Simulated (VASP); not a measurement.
A run of VASP 6.6.1 is set up as follows.

INCAR

```
SYSTEM = InSb
PREC = Accurate
ENCUT = 520
EDIFF = 1E-7
ISMEAR = 0
SIGMA = 0.1
LREAL = .FALSE.
LASPH = .TRUE.
NELM = 100
ALGO = Fast
ISIF = 2
LWAVE = .FALSE.
LCHARG = .TRUE.
GGA = PS
LELF = .TRUE.
LVHAR = .TRUE.
NBANDS = 16
```

Contents of KPOINTS:

```
Automatic mesh
0
G
  22 22 22
  0 0 0
```

The input POSCAR:

```
InSb
1.0
   -2.9041400000      2.9041400000      1.5853500000
    2.9041400000     -2.9041400000      1.5853500000
    2.9041400000      2.9041400000     -1.5853500000
In Sb
1 1
Direct
    0.7500000000      0.2500000000      0.5000000000
    0.0000000000      0.0000000000      0.0000000000
```

Potentials or basis: VASP PAW PBE potentials, release 64 (In_d, Sb).

Run with:

```sh
$ cat potpaw_PBE.64/In_d/POTCAR potpaw_PBE.64/Sb/POTCAR > POTCAR
$ mpirun -np 1 vasp_std > vasp.out
```

Problem. Estimate the band gap on the k mesh.

Solution. None (metal or under the smearing width).

Problem. Predict the pressure.

Solution. 0.0 GPa.

Stress tensor (GPa, compression positive):
```
 0.11  0.00  0.00
 0.00  0.11  0.00
 0.00  0.00 -0.22
```

Caveat: the PAW data sets were made with another functional, which shifts forces and pressure a little. The run has no spin-orbit coupling, so splittings on Sb are missing.
